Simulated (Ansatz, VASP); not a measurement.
Two plane-wave programs on Si

```
Si
1.0
     0.00000    2.71658    2.71658
     2.71658    0.00000    2.71658
     2.71658    2.71658    0.00000
Si
2
Direct
  0.87500 0.87500 0.87500
  0.12500 0.12500 0.12500
```

Alike in both runs: functional PBEsol; k mesh 11 × 11 × 11; occupations methfessel-paxton of order 1, width 0.005 eV; no spin polarisation.

Ansatz relaxed the structure, and its values are those at the end. VASP's run is a single point on that final structure, the one shown.

|  | VASP | Ansatz |
| --- | --- | --- |
| version | VASP 6.6.1 | Ansatz 0.2.0 |
| potentials or method | VASP PAW PBE potentials, release 64 (Si) | PAW with Ansatz's default frozen-core files, scalar-relativistic |
| plane-wave cutoff (eV) | 520 | 420 |
| valence electrons in the cell | 8 | 8 |

VASP gave:

| Item | Value |
| --- | --- |
| pressure (GPa) | 0.1 |

**Question.** What did Ansatz give for the same quantities?

**Answer.** Pressure (GPa): 0.0.

Caveats: the PAW data sets were made with another functional, which shifts forces and pressure a little (VASP).
